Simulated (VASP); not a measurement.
Write an ASE script for VASP 6.6.1 that does the following.

- Task: single point
- Functional: PBEsol
- Potentials or basis: VASP PAW PBE potentials, release 64 (Mg_pv, B)
- Cutoff: 520 eV
- k mesh: 10 × 10 × 8
- Occupations: gaussian, width 0.02 eV
- Spin: no spin polarisation
- Further INCAR settings: ALGO = Normal; EDIFF = 1.00e-06

The structure of MgB2 lies in MgB2.cif:

```cif
data_MgB2
_cell_length_a 3.08500000
_cell_length_b 3.08500000
_cell_length_c 3.52300000
_cell_angle_alpha 90.00000000
_cell_angle_beta 90.00000000
_cell_angle_gamma 120.00000000
_space_group_name_H-M_alt 'P1'
_space_group_name_Hall 'P 1'
_space_group_IT_number 1
loop_
_space_group_symop_operation_xyz
'x,y,z'
loop_
_atom_site_label
_atom_site_type_symbol
_atom_site_symmetry_multiplicity
_atom_site_Wyckoff_symbol
_atom_site_fract_x
_atom_site_fract_y
_atom_site_fract_z
_atom_site_occupancy
Mg1 Mg 1 a 0.0000000000 0.0000000000 0.0000000000 1
B1 B 1 a 0.6666666667 0.3333333333 0.5000000000 1
B2 B 1 a 0.3333333333 0.6666666667 0.5000000000 1
```

The input as run:

run.py

```python
from ase.calculators.vasp import Vasp
from ase.dft.bandgap import bandgap
from ase.io import read

atoms = read('MgB2.cif')
calc = Vasp(
    directory='calc',
    xc='pbesol',
    pp='PBE',
    setups='materialsproject',
    prec='Accurate',
    encut=520,
    ediff=1e-06,
    ismear=0,
    sigma=0.02,
    lreal=False,
    lasph=True,
    nelm=60,
    algo='Normal',
    isif=2,
    lwave=False,
    lcharg=False,
    kpts=[10, 10, 8],
    gamma=True,
)
atoms.calc = calc

print('energy (eV):', atoms.get_potential_energy())
print('free energy (eV):', atoms.get_potential_energy(force_consistent=True))
print('forces (eV/A):')
print(atoms.get_forces())
print('stress (eV/A^3, Voigt):', atoms.get_stress())
print('Fermi level (eV):', calc.get_fermi_level())
gap, top, bottom = bandgap(calc)
print('band gap (eV):', gap, 'from (spin, k, band)', top, 'to', bottom)
```

Potentials or basis: VASP PAW PBE potentials, release 64 (Mg_pv, B).

The run is started by

```bash
$ python run.py
```

Results of the run:

```yaml
Pressure: -2.8 GPa
Band_gap_on_the_k_mesh: none (metal or under the smearing width)
```

Caveat: the PAW data sets were made with another functional, which shifts forces and pressure a little.

It took 12 s on 1 thread of Intel(R) Xeon(R) Platinum 8559C (Emerald Rapids), with other jobs on the host, peak memory 0.15 GiB.
